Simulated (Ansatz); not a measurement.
A strain series on LiH (rocksalt): biaxial in x and y, z held

LiH in the rocksalt structure, relaxed with r2SCAN in the PAW code Ansatz, then strained (biaxial in x and y, z held; changes of length per length, axes as in the cell below) with the atoms relaxed again within the symmetry that is left. Space group Fm-3m (No. 225), cubic; a = 4.006 Å in the conventional setting, 8.04 Å³ an atom. Li has 6 H at 2.00 Å; H has 6 Li at 2.00 Å. No spin polarisation and no zero-point or thermal motion.

```
CELL_PARAMETERS angstrom
0.00000 2.00299 2.00299
2.00299 0.00000 2.00299
2.00299 2.00299 0.00000
ATOMIC_POSITIONS crystal
Li 0.00000 0.00000 0.00000
H 0.50000 0.50000 0.50000
```

Gaps are the least over each mesh (PBE 10×10×10, r2SCAN 10×10×10, HSE06 8×8×8 when unstrained) and the special points, which keep their unstrained names; stress is the change from the unstrained cell, compression positive.

```
strain (%)  gap, PBE (eV)  gap, r2SCAN (eV)  gap, HSE06 (eV)  edges, HSE06  in-plane stress, r2SCAN (GPa)  energy rise, r2SCAN (meV/atom)
     -2.29          2.676             3.318            3.654         X → X                          +2.47                             2.7
     -1.62          2.768             3.412            3.749         X → X                          +1.69                             1.3
       0.0          2.984             3.630            3.971             X                           0.00                             0.0
     +1.79          2.844             3.481            3.813         X → X                          -1.56                             1.5
     +4.51          2.651             3.275            3.596         X → X                          -3.42                             8.7
```

With HSE06 the edges change from X → X (indirect) to X (direct) between -1.62 and 0.0 %. With HSE06 the edges change from X (direct) to X → X (indirect) between 0.0 and +1.79 %. With r2SCAN the edges change from X → X (indirect) to X (direct) between -1.62 and 0.0 %. With r2SCAN the edges change from X (direct) to X → X (indirect) between 0.0 and +1.79 %. With PBE the edges change from X → X (indirect) to X (direct) between -1.62 and 0.0 %. With PBE the edges change from X (direct) to X → X (indirect) between 0.0 and +1.79 %.

The meshes of the hybrids are coarse, so their gaps aren't converged to the digits shown.
